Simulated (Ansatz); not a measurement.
The cell is the one relaxed in the Materials Project (mp-2691), not relaxed further here; entries there can be hypothetical.

CdSe: DFT, LDA, all-electron LAPW, scalar-relativistic (Ansatz 0.2.0).

```xyz
2
Lattice="0.0000 3.0703 3.0703 3.0703 0.0000 3.0703 3.0703 3.0703 0.0000" Properties=species:S:1:pos:R:3 pbc="T T T"
Cd    0.0000    0.0000    0.0000
Se    1.5351    1.5351    1.5351
```

Sampling and basis: a Γ-centred 8×8×8 k mesh, Fermi–Dirac smearing of 0.03 eV, basis error target 1 meV/atom, no spin polarisation.

Output, results part:

```
SCF 1 converged in 7 iterations: F = -218140.035187 eV  dr2 = 8.49e-9
NSCF: frozen V_eff on 99 k-points
SCF converged after 7 iterations
Free energy (F): -218140.035187 eV
Harris-Foulkes:  -218140.035187 eV  (|F-HF|=6.32e-9)
Internal energy: -218140.035161 eV  (E = F + TS)
E sigma→0 (E₀):  -218140.035174 eV
Entropy (-TS):   -0.000026 eV (-0.013 meV/atom)
Fermi energy:    7.582011 eV
--- Per-component energies (eV) ---
  E_band       = -2119.090441
  E_kinetic    = 226868.615078
  E_xc         = -6379.420293
  E_electrostatic = -438629.229946  (all electrons and nuclei)
  E_smearing   = -0.000026  (= −TS)
  E_closure    = 0.000000  (closes the sum)
  E_atoms      = -218133.300458  (free atoms, spherical and without spin; not in F)
  Σ components = -218140.035187   (vs F -218140.035187, Δ=0.00e0)
  Basis errors (estimates in eV, not in F): energy 4.2e-4 per atom: plane waves 3.9e-4 (2.3e-4 summed), levels above the bands 4.4e-143, relativity 3.0e-9, radial functions 3.1e-5, core shells 5.7e-7; eigenvalues (radial functions only) 1.3e-6; not estimated: angular momenta, meshes, grids; target (lapw.basis_error) 1.0e-3; muffin-tin radii Se 1.276 Å, Cd 1.383 Å
--- Forces (eV/Å), atoms counted from 1 ---
  atom   1  Cd    -0.00000000     0.00000000    -0.00000000
  atom   2  Se     0.00000000    -0.00000000     0.00000000
  max |Σ_I F_I| component: 3.70e-17 eV/Å
--- Stress (GPa, compression-positive) ---
       -3.248461       0.000000      -0.000000
        0.000000      -3.248461       0.000000
       -0.000000       0.000000      -3.248461
  P = ⅓ Tr σ = -3.2485 GPa (-32.485 kbar)
--- Band table (eV; the first three rows and the last of 29) ---
  k-point 0: bands = ["-198.5734", "-138.6095", "-138.6095", "-138.6095", "-93.8974", "-55.0551", "-55.0551", "-55.0551", "-39.3648", "-39.3648", "-39.3648", "-39.3615", "-39.3615", "-5.0939", "-0.4045", "-0.4045", "-0.4045", "-0.0545", "-0.0545", "7.4278", "7.4278", "7.4278", "7.6997", "13.2327", "13.2327", "13.2327", "16.7877"]
  k-point 1: bands = ["-198.5734", "-138.6095", "-138.6095", "-138.6095", "-93.8974", "-55.0552", "-55.0552", "-55.0552", "-39.3648", "-39.3648", "-39.3648", "-39.3615", "-39.3615", "-5.0427", "-0.3884", "-0.3884", "-0.3595", "-0.0554", "-0.0554", "6.1486", "7.3070", "7.3070", "8.7799", "12.9856", "13.4288", "13.4288", "17.5307"]
  k-point 2: bands = ["-198.5734", "-138.6095", "-138.6095", "-138.6095", "-93.8974", "-55.0553", "-55.0552", "-55.0552", "-39.3648", "-39.3648", "-39.3648", "-39.3615", "-39.3615", "-4.9176", "-0.3532", "-0.3532", "-0.2070", "-0.0527", "-0.0527", "4.7499", "7.0404", "7.0404", "9.4627", "13.1558", "13.7402", "13.7402", "17.2250"]
  k-point 28: bands = ["-198.5734", "-138.6095", "-138.6095", "-138.6095", "-93.8974", "-55.0553", "-55.0553", "-55.0552", "-39.3649", "-39.3648", "-39.3647", "-39.3615", "-39.3615", "-4.6264", "-0.2296", "-0.2266", "-0.0876", "-0.0502", "0.3871", "3.4865", "5.2626", "5.2900", "12.2005", "12.4863", "13.6485", "14.8443", "17.5507"]
--- Löwdin populations: 2 sites ---
  site symbol       q [e]
     0     Cd     46.8042
     1     Se     35.0018
  spilling = 0.002367 (of n_electrons = 82.000000)
```

populations.tsv:

```
# site	symbol	l	j	q
# orbitals = lowdin
# n_electrons = 82.000000
# spilling = 0.002367
# projection_atom_Cd: 1s2 2s2 2p6 3s2 3p6 3d10 4s2 4p6 4d10 5s2
# projection_atom_Se: 1s2 2s2 2p6 3s2 3p6 3d10 4s2 4p4
0	Cd	0_1S	-	1.999999
0	Cd	0_2S	-	1.999978
0	Cd	0_3S	-	1.999633
0	Cd	0_4S	-	1.994440
0	Cd	0_5S	-	0.829684
0	Cd	1_2P	-	5.999999
0	Cd	1_3P	-	5.999979
0	Cd	1_4P	-	5.999474
0	Cd	2_3D	-	9.999984
0	Cd	2_4D	-	9.980985
1	Se	0_1S	-	1.999997
1	Se	0_2S	-	1.999933
1	Se	0_3S	-	1.998750
1	Se	0_4S	-	1.910425
1	Se	1_2P	-	5.999995
1	Se	1_3P	-	5.999720
1	Se	1_4P	-	5.093163
1	Se	2_3D	-	9.999783
```
